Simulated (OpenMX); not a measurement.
# Ga in OpenMX: convergence with criterion

Ga:

```
Ga
1.0
     2.77842    0.00000    0.00000
     0.00000    3.28161    0.00000
    -1.34343    0.00000    3.99027
Ga
2
Cartesian
  -0.5952 2.4568 3.1813
  2.0252 0.8242 0.9200
```

This isn't the form of Ga at room conditions, which is orthorhombic.

The cell isn't the ideal one: atoms moved at random, drawn with an rms of 0.1 Å.

| Property | Result |
| --- | --- |
| Program | OpenMX 3.8.5 |
| Task | convergence study |
| Functional | PBE |
| Potentials or basis | OpenMX 2013 PBE set, Ga7.0-s2p2d1, grid cutoff 500 Ry |
| k mesh | 7 × 7 × 5 |
| Occupations | fermi-dirac, width 0.05 eV |
| Spin | no spin polarisation |

These are the settings of the first run; the series varies criterion, with any setting tied to it.

Hardware: 1 thread of Arm Neoverse V2, with other jobs on the host.

```csv
criterion,"energy less the tightest run, at zero smearing (meV/atom)",largest force (eV/Å),SCF cycles,CPU time (s),peak memory (GiB)
1.0e-3,0.00,1.159,10,36,0.76
1.0e-4,0.00,1.154,12,39,0.76
1.0e-5,0.00,1.154,12,39,0.76
1.0e-6,0.00,1.154,13,40,0.76
1.0e-7,0.00,1.154,14,42,0.76
1.0e-8,0.00,1.154,16,45,0.76
1.0e-9,0.00,1.154,17,46,0.76
1.0e-10,0.00,1.154,18,47,0.76
```

Against the tightest run, the energy stays within 1 meV/atom from 1.0e-3 on; the largest force stays within 0.005 eV/Å from 1.0e-3 on. The tightest run that finished is the yardstick and may itself not be fully converged.
